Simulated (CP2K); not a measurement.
MgO2:

```xyz
3
Lattice="3.9549 0.0000 0.0000 2.6526 2.9334 0.0000 2.6526 1.1776 2.6867" Properties=species:S:1:pos:R:3 pbc="T T T"
Mg    0.0000    0.0000    0.0000
O     5.2896    2.3483    1.5347
O     3.9707    1.7628    1.1520
```

The cell comes from a database or a generator and needn't be the stable form of this composition.

Program: CP2K 2026.2. Alike in all runs: task band structure; no spin polarisation; cell as given; k mesh 10 × 10 × 10.

Task: Order these runs on this cell by their pressure, lowest first.
A. level TASK; potentials or basis POTENTIAL_UZH Mg GTH-SCAN-q10, O GTH-SCAN-q6; TZVP-MOLOPT-SCAN-GTH basis; smearing fermi-dirac 0.05 eV; NGRIDS 5; points a segment of the path (NPOINTS) 8; bands added on the path 4
B. level r2SCAN; potentials or basis POTENTIAL_UZH Mg GTH-SCAN-q10, O GTH-SCAN-q6; TZVP-MOLOPT-SCAN-GTH basis; smearing fermi-dirac 0.1 eV; NGRIDS 4; points a segment of the path (NPOINTS) 6; bands added on the path 6
C. level LDA; potentials or basis GTH_POTENTIALS Mg GTH-PADE-q10, O GTH-PADE-q6; TZVP-MOLOPT-PBE-GTH basis; smearing fermi-dirac 0.05 eV; NGRIDS 5; points a segment of the path (NPOINTS) 10; bands added on the path 4

Result: C (-7.0 GPa), B (-3.1 GPa), A (10.2 GPa).

Caveats: the basis of atomic orbitals isn't converged, which shifts pressures, moduli and gaps; the potentials were made for another functional, which shifts forces and pressure (some runs).

Not every run made on this cell is shown here.
